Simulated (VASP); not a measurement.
KI, 2 atoms in the cell. Symmetry: Fm-3m, No. 225, cubic system. The conventional cell has a = 7.016 Å, b = 7.016 Å, c = 7.016 Å, α = 90.00°, β = 90.00°, γ = 90.00°. Around K (site symmetry m-3m) lie 6 I at 3.51 Å. I (site symmetry m-3m) has 6 K at 3.51 Å as nearest neighbours. 

```yaml
Program: VASP 6.6.1
Task: relaxation of cell and atoms
Functional: PBEsol
Potentials_or_basis: VASP PAW PBE potentials, release 64 (K_sv, I)
Cutoff: 600 eV
k_mesh: 8 × 8 × 8
Occupations: gaussian, width 0.03 eV
Spin: no spin polarisation
Further_INCAR_settings: ALGO = Normal; EDIFF = 1e-07; IBRION = 2; EDIFFG = -0.005; NSW = 90; ISIF = 3
```

Potentials or basis: VASP PAW PBE potentials, release 64 (K_sv, I).

Command:

```bash
$ cat potpaw_PBE.64/K_sv/POTCAR potpaw_PBE.64/I/POTCAR > POTCAR
$ mpirun -np 1 vasp_std > vasp.out
```

Hardware: 1 thread of Intel(R) Xeon(R) 6975P-C (Granite Rapids), on a shared host.

Estimate the wall time of this run.

It took 27 s on 1 thread of Intel(R) Xeon(R) 6975P-C (Granite Rapids), on a shared host, peak memory 0.23 GiB. Counts: scf iterations 15, k points 29, ion steps 1.
